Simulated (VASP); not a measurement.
Runs of VASP 6.6.1 on ZnS. Symmetry: F-43m, No. 216, cubic system. The conventional cell has a = 5.404 Å, b = 5.404 Å, c = 5.404 Å, α = 90.00°, β = 90.00°, γ = 90.00°. Zn (site symmetry -43m) has 4 S at 2.34 Å as nearest neighbours. Around S (site symmetry -43m) lie 4 Zn at 2.34 Å. 

```tsv
task	level	cell	cutoff (eV)	smearing	gap on the mesh (eV)	pressure (GPa)	relaxed volume (Å³/atom)
relaxation of cell and atoms	PBE+TS	relaxed	600	fermi-dirac 0.05 eV	2.07	0.0	19.93
relaxation of cell and atoms	PBE+D4	relaxed	600	fermi-dirac 0.05 eV	2.17	0.0	19.48
relaxation of cell and atoms	PBEsol+D3	relaxed	600	fermi-dirac 0.05 eV	2.20	0.0	(b)
single point	PBE	as given	520	gaussian 0.028 eV	2.11	1.8	-
relaxation of cell and atoms	PBE+rVV10	relaxed	600	fermi-dirac 0.05 eV	2.01	0.0	19.90
relaxation of cell and atoms	PBE+D3	relaxed	600	fermi-dirac 0.05 eV	(a)	0.0	19.50
relaxation of cell and atoms	PBE+MBD	relaxed	600	fermi-dirac 0.05 eV	(c)	0.0	19.71
relaxation of cell and atoms	PBEsol+D3(BJ)	relaxed	600	fermi-dirac 0.05 eV	2.20	0.0	18.74
relaxation of cell and atoms	PBE+D3(BJ)	relaxed	600	fermi-dirac 0.05 eV	2.17	0.0	19.47
```

Alike in all rows: potentials or basis VASP PAW PBE potentials, release 64 (Zn, S); no spin polarisation; k mesh 9 × 9 × 9.

Problem. Estimate the missing entries.

Solution. (a) 2.16; (b) 18.75; (c) 2.12.

Caveats: the PAW data sets were made with another functional, which shifts forces and pressure a little (some runs).

